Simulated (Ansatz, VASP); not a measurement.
# ZnSe in VASP and in Ansatz

Contents of INCAR:

```
SYSTEM = ZnSe
PREC = Accurate
ENCUT = 520
EDIFF = 1E-8
ISMEAR = -1
SIGMA = 0.03
LREAL = .FALSE.
LASPH = .TRUE.
NELM = 100
ALGO = Normal
ISIF = 2
LWAVE = .FALSE.
LCHARG = .FALSE.
GGA = PE
LEFG = .TRUE.
NBANDS = 16
```

KPOINTS

```
Automatic mesh
0
G
  8 8 8
  0 0 0
```

File POSCAR:

```
ZnSe
1.0
    0.0000000000      2.7955007105      2.7955007105
    2.7955007105      0.0000000000      2.7955007105
    2.7955007105      2.7955007105      0.0000000000
Zn Se
1 1
Direct
    0.0000000000      0.0000000000      0.0000000000
    0.7500000000      0.7500000000      0.7500000000
```

Input for Ansatz:

```yaml
crystal:
  lattice:
    - [0.0, 2.7955007105, 2.7955007105]
    - [2.7955007105, 0.0, 2.7955007105]
    - [2.7955007105, 2.7955007105, 0.0]
  atoms:
    - { symbol: Zn, position: [0.0, 0.0, 0.0] }
    - { symbol: Se, position: [0.75, 0.75, 0.75] }
kpoints:
  mp_grid: { grid: [8, 8, 8] }
scf:
  occupations: { method: fermi_dirac, width: 0.03 }
hamiltonian:
  xc: pbe
  pseudopotentials: { kind: all_electron, datasets: crystal }
output:
  forces: true
  stress: true
  eigenvalues: true
  efg: { contact_densities: true }
```

Change from the starting cell: volume scaled by 0.96, crystal datasets.

Alike in both runs: task electric field gradients; functional PBE; k mesh 8 × 8 × 8; occupations fermi-dirac, width 0.03 eV; no spin polarisation.

|  | VASP | Ansatz |
| --- | --- | --- |
| version | VASP 6.6.1 | Ansatz 0.2.0 |
| potentials or method | VASP PAW PBE potentials, release 64 (Zn, Se) | all-electron PAW with datasets made for the crystal, scalar-relativistic |
| plane-wave cutoff (eV) | 520 | see its input |

```csv
,VASP,Ansatz,Ansatz less VASP
gap on the k mesh at the Fermi level (eV),1.46,1.46,-0.001
pressure (GPa),5.3,5.1,-0.27
Vzz of the field gradient on the site that differs most (V/Å²),0.0,0.0,-0.01
```

Ansatz ran all-electron here, so the differences hold the error of VASP's frozen core and of both bases.
